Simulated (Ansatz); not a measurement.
## S: from a trial structure to a relaxed crystal

Level of theory: DFT r2SCAN, scalar-relativistic, plane waves, PAW in Ansatz. Cutoff 500 eV, Γ-centred k mesh, Gaussian smearing, no spin polarisation in the final step.

S was placed on the graphite structure type (P6_3/mmc, No. 194), at a guessed volume.

```yaml
crystal:
  lattice:
    - [3.69965, 0.00000, 0.00000]
    - [-1.84982, 3.20399, 0.00000]
    - [0.00000, 0.00000, 10.07627]
  atoms:
    - { symbol: S, position: [0.00000, 0.00000, 0.25000] }
    - { symbol: S, position: [0.00000, 0.00000, 0.75000] }
    - { symbol: S, position: [0.33333, 0.66667, 0.75000] }
    - { symbol: S, position: [0.66667, 0.33333, 0.25000] }
```

Cell and atoms relax at zero pressure; the relaxation can't lower the symmetry of the start. After a coarse first stage the cell is made exact in the group found at 0.06 Å.

Energies count from the standard state of S at the same level.

Q: Which crystal results?

A: It keeps P6_3/mmc (No. 194), but not the shape of the type it started on. Conventional cell: a = 3.978 Å, c = 6.911 Å. S on Wyckoff site b (2 atoms of the primitive cell) has 3 S at 2.30 Å; around S on Wyckoff site d (2 atoms of the primitive cell) lie 3 S at 2.30 Å.

```xyz
4
Lattice="3.9776 0.0000 0.0000 -1.9888 3.4447 0.0000 0.0000 0.0000 6.9112" Properties=species:S:1:pos:R:3 pbc="T T T"
S     0.0000    0.0000    1.7278
S     0.0000    0.0000    5.1834
S     0.0000    2.2964    5.1834
S     1.9888    1.1482    1.7278
```

Q: What are its volume, energy, density and gap?

A: The volume per atom is 23.7 Å³. The density is 2.2 g/cm³. The energy over the standard structure is 0.89 eV/atom. The gap on the 15×15×8 mesh is 0 eV (a metal).

The final run used a 15×15×8 mesh on its 4-atom cell and 0.10 eV smearing. The k mesh leaves about 4 meV/atom of noise in metals. Weakly bound directions are ill-defined at this level, which has no dispersion term. Symmetry constrained the relaxation, so the result can be a saddle point. The steps took of the order of 8 core-minutes in all.